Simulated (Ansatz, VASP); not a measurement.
Two plane-wave programs on KBr

```
CELL_PARAMETERS angstrom
3.69459 0.00000 0.00000
0.00000 3.69459 0.00000
0.00000 0.00000 3.69459
ATOMIC_POSITIONS crystal
K 0.00000 0.00000 0.00000
Br 0.50000 0.50000 0.50000
```

Change from the starting cell: volume scaled by 0.9, PAW files.

Alike in both runs: task single point; functional LDA; k mesh 11 × 11 × 11; occupations fermi-dirac, width 0.1 eV; no spin polarisation.

|  | VASP | Ansatz |
| --- | --- | --- |
| version | VASP 6.6.1 | Ansatz 0.2.0 |
| potentials or method | VASP PAW LDA potentials, release 64 (K_sv, Br) | PAW with Ansatz's default frozen-core files, scalar-relativistic |
| plane-wave cutoff (eV) | 520 | 420 |
| valence electrons in the cell | 16 | 16 |

```tsv
	VASP	Ansatz	Ansatz less VASP
gap on the k mesh at the Fermi level (eV)	4.53	4.52	-0.012
pressure (GPa)	3.5	3.3	-0.18
```

Caveats: an odd mesh through Γ misses points on the zone boundary, where band edges often lie.
